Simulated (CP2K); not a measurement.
**C2H2Cl2 (trans-1,2-dichloroethylene): levels of theory compared**

Aim: a comparison of 4 runs (Pade/SZV-MOLOPT-SR-GTH, PBE/TZV2P-MOLOPT-PBE-GTH, PBE0/TZV2P-MOLOPT-PBE0-GTH, revPBE-D3(BJ)/TZV2P-MOLOPT-PBE-GTH) of C2H2Cl2 (trans-1,2-dichloroethylene). 

Program for the calculation: CP2K 2026.2.

### 1 The molecule

C2H2Cl2 has 6 atoms, charge 0, and is taken as a singlet. SMILES: `Cl/C=C/Cl`. The shape is that of a PBE0-D4/def2-TZVP optimisation.

Bond lengths: Cl1–C2 1.714 Å, C2–C3 1.322 Å, C3–Cl4 1.714 Å, C2–H5 1.082 Å, C3–H6 1.082 Å. Angles: Cl1–C2–C3 121.7°, C2–C3–Cl4 121.7°, Cl1–C2–H5 114.9°, C3–C2–H5 123.4°, C2–C3–H6 123.4°, Cl4–C3–H6 114.9°.

### 2 A single-point energy at Pade/SZV-MOLOPT-SR-GTH (core potential) (run 1)

run.inp reads:

```
&GLOBAL
   PROJECT_NAME run
   RUN_TYPE ENERGY
   PRINT_LEVEL MEDIUM
&END GLOBAL

&FORCE_EVAL
   METHOD QS
   &DFT
      BASIS_SET_FILE_NAME BASIS_MOLOPT
      POTENTIAL_FILE_NAME GTH_POTENTIALS
      CHARGE 0
      MULTIPLICITY 1
      &QS
         METHOD GPW
         EPS_DEFAULT 1.0E-10
      &END QS
      &MGRID
         CUTOFF 400
         REL_CUTOFF 50
         NGRIDS 4
      &END MGRID
      &POISSON
         PERIODIC NONE
         POISSON_SOLVER WAVELET
      &END POISSON
      &SCF
         SCF_GUESS ATOMIC
         EPS_SCF 1.0E-06
         MAX_SCF 150
         ADDED_MOS 10
         &DIAGONALIZATION
            ALGORITHM STANDARD
         &END DIAGONALIZATION
         &MIXING
            METHOD BROYDEN_MIXING
            ALPHA 0.3
            NBUFFER 4
         &END MIXING
      &END SCF
      &XC
         &XC_FUNCTIONAL PADE
         &END XC_FUNCTIONAL
      &END XC
      &PRINT
         &MOMENTS
            PERIODIC F
            REFERENCE COM
            MAX_MOMENT 1
         &END MOMENTS
         &MO ON
            ENERGIES T
            OCCUPATION_NUMBERS T
            NDIGITS 6
            &EACH
               QS_SCF 0
            &END EACH
            ADD_LAST NUMERIC
         &END MO
         &HIRSHFELD OFF
         &END HIRSHFELD
      &END PRINT
   &END DFT
   &SUBSYS
      &CELL
         ABC [angstrom] 13.5 13.5 13.5
         PERIODIC NONE
      &END CELL
      &COORD
         UNIT bohr
         Cl     3.2621397    -0.5059553     2.3245710
         C      1.1594037    -0.4443691    -0.1379689
         C     -1.1594226     0.4443502     0.1379311
         Cl    -3.2621964     0.5059553    -2.3245143
         H      1.8785578    -1.1810221    -1.9037668
         H     -1.8784823     1.1810032     1.9037668
      &END COORD
      &TOPOLOGY
         &CENTER_COORDINATES
         &END CENTER_COORDINATES
      &END TOPOLOGY
      &KIND Cl
         BASIS_SET SZV-MOLOPT-SR-GTH-q7
         POTENTIAL GTH-PADE-q7
      &END KIND
      &KIND C
         BASIS_SET SZV-MOLOPT-SR-GTH-q4
         POTENTIAL GTH-PADE-q4
      &END KIND
      &KIND H
         BASIS_SET SZV-MOLOPT-SR-GTH-q1
         POTENTIAL GTH-PADE-q1
      &END KIND
   &END SUBSYS
&END FORCE_EVAL
```

Launch:

```sh
$ OMP_NUM_THREADS=1 cp2k.psmp -i run.inp > run.out 2>&1
```

What it wrote:

```text
CP2K| version string:                                       CP2K version 2026.2
[...]
 GLOBAL| Method name                                                        CP2K
[...]
 GLOBAL| Run type                                                         ENERGY
[...]
 DFT| Spin restricted Kohn-Sham (RKS) calculation                            RKS
 DFT| Multiplicity                                                             1
[...]
 DFT| Charge                                                                   0
[...]
 FUNCTIONAL| PADE:
 QS| Method:                                                                 GPW
[...]
 QS| Density cutoff [a.u.]:                                                200.0
[...]
 QS| Relative density cutoff [a.u.]:                                        25.0
[...]
                             - Atoms:                                          6
[...]
                             - Spherical basis functions:                     18
[...]
 Number of electrons:                                                         24
[...]
     1 NoMix/Diag. 0.30E+00    3.5     1.35829510       -41.8994686292 -4.19E+01
[...]
    24 Broy./Diag. 0.30E+00    3.1     0.00000088       -42.3605737639  1.99E-06
  *** SCF run converged in    24 steps ***
[...]
  Overlap energy of the core charge distribution:               0.00000410035600
  Self energy of the core charge distribution:                -96.12648050718283
  Core Hamiltonian energy:                                     25.07158574313421
  Hartree energy:                                              38.55628940227741
  Exchange-correlation energy:                                 -9.86197250248704
  Total energy:                                               -42.36057376390224
[...]
                     Mulliken Population Analysis
 #  Atom  Element  Kind  Atomic population                           Net charge
       1     Cl       1          7.057185                             -0.057185
       2     C        2          4.104543                             -0.104543
       3     C        2          4.104553                             -0.104553
       4     Cl       1          7.057171                             -0.057171
       5     H        3          0.838274                              0.161726
       6     H        3          0.838273                              0.161727
 # Total charge                             24.000000                 -0.000000
[...]
  Dipole moment [Debye]
    X= -0.3190329E-04 Y=  0.5752243E-05 Z= -0.7019695E-04  Total=      0.0000773
 ENERGY| Total FORCE_EVAL ( QS ) energy [hartree]            -42.360573763902238
[...]
```

Wall time 79 s (1 thread of Arm Neoverse V2, shared host); peak memory 2.8 GiB.

### 3 A single-point energy at PBE/TZV2P-MOLOPT-PBE-GTH (core potential) (run 2)

job.inp reads:

```
&GLOBAL
  PROJECT_NAME job
  RUN_TYPE ENERGY
  PRINT_LEVEL MEDIUM
&END GLOBAL
&FORCE_EVAL
  METHOD QUICKSTEP
  &DFT
    BASIS_SET_FILE_NAME BASIS_MOLOPT_UZH
    POTENTIAL_FILE_NAME POTENTIAL_UZH
    &QS
      METHOD GPW
      EPS_DEFAULT 1.0E-10
    &END QS
    &MGRID
      CUTOFF 400
      REL_CUTOFF 50
      NGRIDS 4
    &END MGRID
    &POISSON
      PERIODIC NONE
      POISSON_SOLVER WAVELET
    &END POISSON
    &SCF
      SCF_GUESS ATOMIC
      EPS_SCF 1.0E-06
      MAX_SCF 150
      ADDED_MOS 5
      &DIAGONALIZATION
        ALGORITHM STANDARD
      &END DIAGONALIZATION
      &MIXING
        METHOD PULAY_MIXING
        ALPHA 0.3
        NBUFFER 4
      &END MIXING
    &END SCF
    &XC
      &XC_FUNCTIONAL PBE
      &END XC_FUNCTIONAL
    &END XC
    &PRINT
      &MOMENTS
        PERIODIC F
        REFERENCE COM
        MAX_MOMENT 1
      &END MOMENTS
      &MO ON
        ENERGIES T
        OCCUPATION_NUMBERS T
        NDIGITS 6
        &EACH
          QS_SCF 0
        &END EACH
        ADD_LAST NUMERIC
      &END MO
      &HIRSHFELD OFF
      &END HIRSHFELD
    &END PRINT
  &END DFT
  &SUBSYS
    &CELL
      ABC 13.5 13.5 13.5
      PERIODIC NONE
    &END CELL
    &COORD
      Cl     8.476265     6.482265     7.980095
      C      7.363545     6.514855     6.676975
      C      6.136475     6.985145     6.822975
      Cl     5.023735     7.017745     5.519905
      H      7.744105     6.125035     5.742555
      H      5.755965     7.374965     7.757415
    &END COORD
    &KIND Cl
      BASIS_SET TZV2P-MOLOPT-PBE-GTH-q7
      POTENTIAL GTH-PBE-q7
    &END KIND
    &KIND C
      BASIS_SET TZV2P-MOLOPT-PBE-GTH-q4
      POTENTIAL GTH-PBE-q4
    &END KIND
    &KIND H
      BASIS_SET TZV2P-MOLOPT-PBE-GTH-q1
      POTENTIAL GTH-PBE-q1
    &END KIND
  &END SUBSYS
&END FORCE_EVAL
```

Launch:

```sh
$ OMP_NUM_THREADS=1 cp2k.psmp job.inp > job.out
```

What it wrote:

```text
CP2K| version string:                                       CP2K version 2026.2
[...]
 GLOBAL| Method name                                                        CP2K
[...]
 GLOBAL| Run type                                                         ENERGY
[...]
 DFT| Spin restricted Kohn-Sham (RKS) calculation                            RKS
 DFT| Multiplicity                                                             1
[...]
 DFT| Charge                                                                   0
[...]
 FUNCTIONAL| PBE:
 QS| Method:                                                                 GPW
[...]
 QS| Density cutoff [a.u.]:                                                200.0
[...]
 QS| Relative density cutoff [a.u.]:                                        25.0
[...]
                             - Atoms:                                          6
[...]
                             - Spherical basis functions:                    144
[...]
 Number of electrons:                                                         24
[...]
     1 NoMix/Diag. 0.30E+00    5.4     0.70927367       -42.3952538607 -4.24E+01
[...]
    25 Pulay/Diag. 0.30E+00    5.2     0.00000028       -42.4991139934  2.19E-06
  *** SCF run converged in    25 steps ***
[...]
  Overlap energy of the core charge distribution:               0.00000197938601
  Self energy of the core charge distribution:                -96.87939256167188
  Core Hamiltonian energy:                                     24.73912881313687
  Hartree energy:                                              39.61599294982933
  Exchange-correlation energy:                                 -9.97484517408247
  Total energy:                                               -42.49911399340215
[...]
                     Mulliken Population Analysis
 #  Atom  Element  Kind  Atomic population                           Net charge
       1     Cl       1          7.269563                             -0.269563
       2     C        2          3.760209                              0.239791
       3     C        2          3.760204                              0.239796
       4     Cl       1          7.269564                             -0.269564
       5     H        3          0.970231                              0.029769
       6     H        3          0.970230                              0.029770
 # Total charge                             24.000000                  0.000000
[...]
  Dipole moment [Debye]
    X= -0.5580635E-04 Y=  0.7384523E-05 Z= -0.8325733E-04  Total=      0.0001005
 ENERGY| Total FORCE_EVAL ( QS ) energy [hartree]            -42.499113993402155
[...]
```

Run time: 2.3 min. Hardware: 1 thread of Arm Neoverse V2, shared host; peak memory 2.8 GiB.

Run 3 isn't shown in full; the table further down has it.

### 4 A single-point energy at revPBE-D3(BJ)/TZV2P-MOLOPT-PBE-GTH (core potential) (run 4)

molecule.xyz reads:

```xyz
6

Cl     1.726250    -0.267740     1.230110
C      0.613530    -0.235150    -0.073010
C     -0.613540     0.235140     0.072990
Cl    -1.726280     0.267740    -1.230080
H      0.994090    -0.624970    -1.007430
H     -0.994050     0.624960     1.007430
```

run.inp reads:

```
&GLOBAL
 PROJECT_NAME run
 RUN_TYPE ENERGY
 PRINT_LEVEL MEDIUM
&END GLOBAL

&FORCE_EVAL
 METHOD QUICKSTEP
 &DFT
  BASIS_SET_FILE_NAME BASIS_MOLOPT_UZH
  POTENTIAL_FILE_NAME POTENTIAL_UZH
  &QS
   METHOD GPW
   EPS_DEFAULT 1.0E-10
  &END QS
  # plane-wave cutoff in Ry
  &MGRID
   CUTOFF 400
   REL_CUTOFF 50
   NGRIDS 4
  &END MGRID
  &POISSON
   PERIODIC NONE
   POISSON_SOLVER WAVELET
  &END POISSON
  &SCF
   SCF_GUESS ATOMIC
   EPS_SCF 1.0E-06
   MAX_SCF 150
   ADDED_MOS 5
   &DIAGONALIZATION
    ALGORITHM STANDARD
   &END DIAGONALIZATION
   &MIXING
    METHOD PULAY_MIXING
    ALPHA 0.2
    NBUFFER 8
   &END MIXING
  &END SCF
  # exchange and correlation
  &XC
   &XC_FUNCTIONAL
    &PBE
     PARAMETRIZATION REVPBE
    &END PBE
   &END XC_FUNCTIONAL
   &VDW_POTENTIAL
    POTENTIAL_TYPE PAIR_POTENTIAL
    &PAIR_POTENTIAL
     TYPE DFTD3(BJ)
     PARAMETER_FILE_NAME dftd3.dat
     REFERENCE_FUNCTIONAL revPBE
     R_CUTOFF 15
    &END PAIR_POTENTIAL
   &END VDW_POTENTIAL
  &END XC
  &PRINT
   &MOMENTS
    PERIODIC F
    REFERENCE COM
    MAX_MOMENT 1
   &END MOMENTS
   &MO ON
    ENERGIES T
    OCCUPATION_NUMBERS T
    NDIGITS 6
    &EACH
     QS_SCF 0
    &END EACH
    ADD_LAST NUMERIC
   &END MO
   &HIRSHFELD OFF
   &END HIRSHFELD
  &END PRINT
 &END DFT
 &SUBSYS
  &CELL
   ABC 13.5 13.5 13.5
   PERIODIC NONE
  &END CELL
  &TOPOLOGY
   COORD_FILE_NAME molecule.xyz
   COORD_FILE_FORMAT XYZ
   &CENTER_COORDINATES
   &END CENTER_COORDINATES
  &END TOPOLOGY
  &KIND Cl
   BASIS_SET TZV2P-MOLOPT-PBE-GTH-q7
   POTENTIAL GTH-PBE-q7
  &END KIND
  &KIND C
   BASIS_SET TZV2P-MOLOPT-PBE-GTH-q4
   POTENTIAL GTH-PBE-q4
  &END KIND
  &KIND H
   BASIS_SET TZV2P-MOLOPT-PBE-GTH-q1
   POTENTIAL GTH-PBE-q1
  &END KIND
 &END SUBSYS
&END FORCE_EVAL
```

Launch:

```sh
$ OMP_NUM_THREADS=1 cp2k.psmp -i run.inp > run.out 2>&1
```

What it wrote:

```text
CP2K| version string:                                       CP2K version 2026.2
[...]
 GLOBAL| Method name                                                        CP2K
[...]
 GLOBAL| Run type                                                         ENERGY
[...]
 DFT| Spin restricted Kohn-Sham (RKS) calculation                            RKS
 DFT| Multiplicity                                                             1
[...]
 DFT| Charge                                                                   0
[...]
 FUNCTIONAL| PBE:
[...]
 QS| Method:                                                                 GPW
[...]
 QS| Density cutoff [a.u.]:                                                200.0
[...]
 QS| Relative density cutoff [a.u.]:                                        25.0
[...]
                             - Atoms:                                          6
[...]
                             - Spherical basis functions:                    144
[...]
 Number of electrons:                                                         24
[...]
     1 NoMix/Diag. 0.20E+00    5.4     0.71203142       -42.4566251204 -4.25E+01
[...]
    18 Pulay/Diag. 0.20E+00    5.2     0.00000097       -42.5669685974 -2.04E-06
  *** SCF run converged in    18 steps ***
[...]
  Overlap energy of the core charge distribution:               0.00000197938601
  Self energy of the core charge distribution:                -96.87939256167188
  Core Hamiltonian energy:                                     24.78527687524315
  Hartree energy:                                              39.58557302774206
  Exchange-correlation energy:                                -10.04537849145031
  Dispersion energy:                                           -0.01304942660457
  Total energy:                                               -42.56696859735556
[...]
                     Mulliken Population Analysis
 #  Atom  Element  Kind  Atomic population                           Net charge
       1     Cl       1          7.277536                             -0.277536
       2     C        2          3.760957                              0.239043
       3     C        2          3.760951                              0.239049
       4     Cl       1          7.277537                             -0.277537
       5     H        3          0.961510                              0.038490
       6     H        3          0.961509                              0.038491
 # Total charge                             24.000000                 -0.000000
[...]
 ENERGY| Total FORCE_EVAL ( QS ) energy [hartree]            -42.566968597355562
[...]
```

Run time: 1.7 min. Hardware: 1 thread of Arm Neoverse V2, shared host; peak memory 3.5 GiB.

### 5 Overview of the runs

```
run                                                level  core potential          mixing  energy (Eh)  dipole moment (D)  HOMO energy (eV)  LUMO energy (eV)  wall time
  1              Pade/SZV-MOLOPT-SR-GTH (core potential)        GTH-PADE  BROYDEN_MIXING   -42.360574               0.00             -5.82             -0.40       79 s
  2            PBE/TZV2P-MOLOPT-PBE-GTH (core potential)         GTH-PBE    PULAY_MIXING   -42.499114               0.00             -6.17             -1.59    2.3 min
  3          PBE0/TZV2P-MOLOPT-PBE0-GTH (core potential)        GTH-PBE0               –   -42.531190               0.00             -7.34             -0.62    2.2 min
  4  revPBE-D3(BJ)/TZV2P-MOLOPT-PBE-GTH (core potential)         GTH-PBE    PULAY_MIXING   -42.566969               0.00             -6.12             -1.52    1.7 min
```

### 6 Results

| quantity | value |
| --- | --- |
| run 4: total energy | -42.56697 Eh |
| run 4: dipole moment | 0.00 D |
| run 4: HOMO energy | -6.12 eV |
| run 4: LUMO energy | -1.52 eV |
| run 4: HOMO–LUMO gap | 4.60 eV |
| run 4: dispersion energy | -34.26 kJ/mol |

What this shows: The HOMO–LUMO gap runs from 4.58 eV (PBE/TZV2P-MOLOPT-PBE-GTH) to 6.72 eV (PBE0/TZV2P-MOLOPT-PBE0-GTH). The two ends differ in method and basis. Totals of different functionals can't be ranked against each other. In run 1 the basis is minimal, so the values are rough. All runs together took 7.6 min, the longest 2.3 min.
